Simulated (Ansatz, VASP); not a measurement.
## One calculation of AgCl, two programs

```
CELL_PARAMETERS angstrom
0.00000 2.77318 2.77318
2.77318 0.00000 2.77318
2.77318 2.77318 0.00000
ATOMIC_POSITIONS crystal
Ag 0.00000 0.00000 0.00000
Cl 0.50000 0.50000 0.50000
```

Alike in both runs: task single point; functional r2SCAN; k mesh 6 × 6 × 6; no spin polarisation.

|  | VASP | Ansatz |
| --- | --- | --- |
| version | VASP 6.6.1 | Ansatz 0.2.0 |
| potentials or method | VASP PAW PBE potentials, release 64 (Ag, Cl) | plane waves, PAW |
| plane-wave cutoff (eV) | 520 | 500 |
| occupations | gaussian, width 0.01 eV | fixed |
| valence electrons in the cell | 18 | 26 |

|  | VASP | Ansatz | Ansatz less VASP |
| --- | --- | --- | --- |
| gap on the k mesh at the Fermi level (eV) | 1.42 | 1.48 | +0.053 |

The two sets of potentials don't hold the same shells in valence.

Caveats: the PAW data sets were made with another functional, which shifts forces and pressure a little (VASP). r2SCAN opens gaps a little over a GGA but as a rule still falls short of measured ones. A k mesh can miss the band edges.
